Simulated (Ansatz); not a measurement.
The following input was run with Ansatz 0.2.0.

```yaml
crystal:
  lattice:
    - [0.0, 2.44, 2.44]
    - [2.44, 0.0, 2.44]
    - [2.44, 2.44, 0.0]
  atoms:
    - { symbol: Na, position: [0.0, 0.0, 0.0] }
    - { symbol: H, position: [0.4801168033, 0.524920082, 0.4846086066] }
basis:
  ecutwfc: 420
kpoints:
  mp_grid: { grid: [8, 8, 8] }
hamiltonian:
  xc: pbe
scf:
  occupations: { method: gaussian, width: 0.02 }
output:
  forces: true
  stress: true
  eigenvalues: true
```

Launched with
```bash
ansatz run input.yaml --threads 1 --pin off --max-ram 1331MiB --backend cpu --events-out ev --progress --plain --runs-dir out
```

These are results of DFT PBE, scalar-relativistic, plane waves, PAW in Ansatz 0.2.0, not measurements.

From the run's log, abridged:

```
Pseudopotentials: kind: paw
Pseudopotential: Na, paw, valence charge 9, recommended cutoff 420 eV (normal)
Pseudopotential: H, paw, valence charge 1, recommended cutoff 420 eV (normal)
Functional definition: PBE
Crystal: 2 atoms, lattice volume = 29.054 Å³
Basis set: ecut = 420 eV, 537 PW (Γ), exchange–correlation on 48×48×48 points (8 copies of the dense FFT grid, shifted against one another)
Bands: 9, of which v1, the nominal top of the filled ones, is band 5 counted from 1 (4 counted from 0)
Symmetry: 1 space group operations
Space group: P1 (ITA 1), of the structure as read, at distance tolerance 3.1e-5 Å
k-points: 260 of 512 (time reversal used)
Initial density: superposition of atomic densities (neutral atoms: chi_scale 0, normalization atom), corrected by the library's trained network
Initial wavefunctions: pseudopotential atomic-orbital guess
Functional: x = pbe(κ = 0.804, μ = 0.21951497), c = pbe(β = 0.06672455)
SCF iter   1: F=—  HF=-1502.675759 eV  |F-HF|=—  |Δ(HF+E_count)|=         —  Δρ=4.52e-4  dr2=4.26e-5  ethr=1.77e-3  ⟨swp⟩=6.0  Hψ=15802  notcnv=0
SCF iter   2: F=—  HF=-1502.675608 eV  |F-HF|=—  |Δ(HF+E_count)|=   1.52e-4  Δρ=3.25e-4  dr2=2.35e-5  ethr=4.26e-7  ⟨swp⟩=2.5  Hψ=6367  notcnv=0
SCF iter   3: F=—  HF=-1502.675637 eV  |F-HF|=—  |Δ(HF+E_count)|=   2.95e-5  Δρ=1.29e-4  dr2=2.98e-6  ethr=2.35e-7  ⟨swp⟩=3.0  Hψ=3386  notcnv=0
SCF iter   4: F=—  HF=-1502.675637 eV  |F-HF|=—  |Δ(HF+E_count)|=   1.03e-7  Δρ=4.33e-5  dr2=3.39e-7  ethr=2.98e-8  ⟨swp⟩=2.8  Hψ=3640  notcnv=0
SCF iter   5: F=—  HF=-1502.675638 eV  |F-HF|=—  |Δ(HF+E_count)|=   4.44e-7  Δρ=2.65e-5  dr2=1.69e-7  ethr=3.39e-9  ⟨swp⟩=2.1  Hψ=3410  notcnv=0
SCF iter   6: F=-1502.675638 eV  HF=-1502.675638 eV  |F-HF|=1.69e-8  |Δ(HF+E_count)|=   5.88e-8  Δρ=1.06e-5  dr2=2.67e-8  ethr=1.00e-9  ⟨swp⟩=3.4  Hψ=6082  notcnv=0
SCF 1 converged in 6 iterations: F = -1502.675638 eV  dr2 = 2.67e-8
SCF converged after 6 iterations
Free energy (F): -1502.675638 eV
Harris-Foulkes:  -1502.675638 eV  (|F-HF|=1.69e-8)
Internal energy: -1502.675638 eV  (E = F + TS)
E sigma→0 (E₀):  -1502.675638 eV
Fermi energy:    2.535101 eV
--- Per-component energies (eV) ---
  E_band       = -229.055176
  E_kinetic    = 133.985196
  E_local      = -1338.529648  (includes V_loc(G=0)·N_el)
  E_nonlocal   = 116.503477
  E_hartree    = 480.567554
  E_xc         = -48.097523
  E_vxc        = -61.857798  (∫ρ·V_xc dr)
  E_paw        = -263.560164  (= ΣΔE_a)
  E_vpaw       = -40.291317  (= ΣTr[D̂ρ^β])
  E_aug_tail   = -0.001170  (compensation charges beyond the density's cutoff)
  E_ewald      = -583.543360
  E_smearing   =  0.000000  (= −TS)
--- Forces (eV/Å), atoms counted from 1 ---
  atom   1  Na     0.01743955    -0.06774527     0.00919294
  atom   2  H     -0.01743836     0.06774066    -0.00919251
--- Stress (GPa, compression-positive) ---
       -0.654725       0.011550      -0.001594
        0.011550      -0.450456       0.006095
       -0.001594       0.006095      -0.666207
  P = ⅓ Tr σ = -0.5905 GPa (-5.905 kbar)
--- Band table (eV; the first three rows and the last of 260) ---
  k-point 0: bands = ["-49.5939", "-21.4765", "-21.4763", "-21.4757", "-2.8486", "10.8308", "16.0245", "16.0279", "16.0635"]
  k-point 1: bands = ["-49.5930", "-21.4886", "-21.4780", "-21.4774", "-2.5880", "9.9881", "13.4757", "15.2353", "15.2560"]
  k-point 2: bands = ["-49.5910", "-21.5186", "-21.4816", "-21.4811", "-1.8466", "7.7626", "12.0011", "14.4729", "14.4925"]
  k-point 259: bands = ["-49.5880", "-21.5603", "-21.4866", "-21.4865", "-0.1647", "4.3937", "11.2452", "13.8863", "13.9112"]
```

Self-consistency was reached.